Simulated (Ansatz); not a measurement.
System: zinc-blende AlSb. Method: RPBE in Ansatz (PAW).

Settings: plane-wave cutoff 520 eV, 10×10×10 k mesh, Fermi–Dirac smearing 0.01 eV, scalar-relativistic PAW data made under PBE.

Properties against volume:

```tsv
V (Å³/atom)	P (GPa)	direct gap at Γ (eV)
29.070	3.26	1.672
29.689	2.05	1.508
30.307	0.96	1.350
30.926	-0.01	1.198
31.544	-0.88	1.051
32.163	-1.66	0.910
32.781	-2.35	0.774
```

A straight line through the gaps at Γ against ln V gives a volume deformation potential dE_g(Γ)/d ln V of -7.5 eV: the gap at Γ widens under compression.

Measured, for comparison: band gap 1.73 eV (zero-point renormalisation of 35 meV (experimental, the table's column) added back here, indirect; inputs from Miglio et al. (2020), arXiv:2011.12765).

Spin–orbit coupling is not included; with these elements it can move the gap by several tenths of an eV or more.

Ansatz is a first-principles code.
